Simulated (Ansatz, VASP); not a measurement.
Two plane-wave programs on HfO2 (rat)

INCAR

```
SYSTEM = HfO2
PREC     = Accurate       ! precision mode
ENCUT    = 600            ! plane-wave cutoff, eV
EDIFF    = 1E-7           ! SCF threshold, eV
ISMEAR   = 0              ! smearing method
SIGMA    = 0.02           ! smearing width, eV
LREAL    = .FALSE.        ! projectors in reciprocal space
LASPH    = .TRUE.         ! aspherical terms in the spheres
NELM     = 100            ! most SCF steps
ALGO     = Fast           ! electronic algorithm
ISIF     = 3              ! what is computed and relaxed
LWAVE    = .FALSE.        ! write WAVECAR
LCHARG   = .FALSE.        ! write CHGCAR
GGA      = PE             ! functional
IBRION   = 2              ! ionic algorithm
NSW      = 100            ! ionic steps
EDIFFG   = -0.002         ! ionic threshold
```

The input KPOINTS:

```
Automatic mesh
0
G
  8 8 8
  0 0 0
```

POSCAR

```
HfO2
1.0
   -0.0030415646      2.5605531559      2.5410665083
    2.5326840176     -0.0040260401      2.5661220279
    2.5626530692      2.5340470594      0.0070671508
Hf O
1 2
Direct
   -0.0158838940      0.0239759018     -0.0074573865
    0.2343650186      0.2741861381      0.2419564073
    0.7339623645      0.7740875794      0.7424513975
```

Input for Ansatz:

```yaml
crystal:
  lattice:
    - [-0.0030415646, 2.5605531559, 2.5410665083]
    - [2.5326840176, -0.0040260401, 2.5661220279]
    - [2.5626530692, 2.5340470594, 0.0070671508]
  atoms:
    - { symbol: Hf, position: [-0.015883894, 0.0239759018, -0.0074573865] }
    - { symbol: O, position: [0.2343650186, 0.2741861381, 0.2419564073] }
    - { symbol: O, position: [0.7339623645, 0.7740875794, 0.7424513975] }
basis:
  ecutwfc: 420
kpoints:
  mp_grid: { grid: [8, 8, 8] }
hamiltonian:
  xc: pbe
scf:
  occupations: { method: gaussian, width: 0.02 }
output:
  forces: true
  stress: true
  eigenvalues: true
relax:
  adjacent_minimum: "off"
  f_tol: 0.002
  max_steps: 80
  cell: { stress_tol: 0.02 }
```

Alike in both runs: task relaxation of cell and atoms; functional PBE; k mesh 8 × 8 × 8; occupations gaussian, width 0.02 eV; no spin polarisation.

|  | VASP | Ansatz |
| --- | --- | --- |
| version | VASP 6.6.1 | Ansatz 0.2.0 |
| potentials or method | VASP PAW PBE potentials, release 64 (Hf_pv, O) | scalar-relativistic, plane waves, PAW |
| plane-wave cutoff (eV) | 600 | 420 |
| valence electrons in the cell | 22 | 38 |

```tsv
	VASP	Ansatz	Ansatz less VASP
gap on the k mesh at the Fermi level, each at its own relaxed structure (eV)	3.80	3.75	-0.056
relaxed volume (Å³/atom)	10.86	11.04	+0.174
relaxed cell length with the largest relative difference (Å)	3.585	3.604	+0.0194
energy change over the relaxation (meV/atom)	-2	0	+2.4
```

The two sets of potentials don't hold the same shells in valence.

Caveats: spin-orbit coupling is left out, which moves the levels of the heavy elements. A k mesh can miss the band edges.
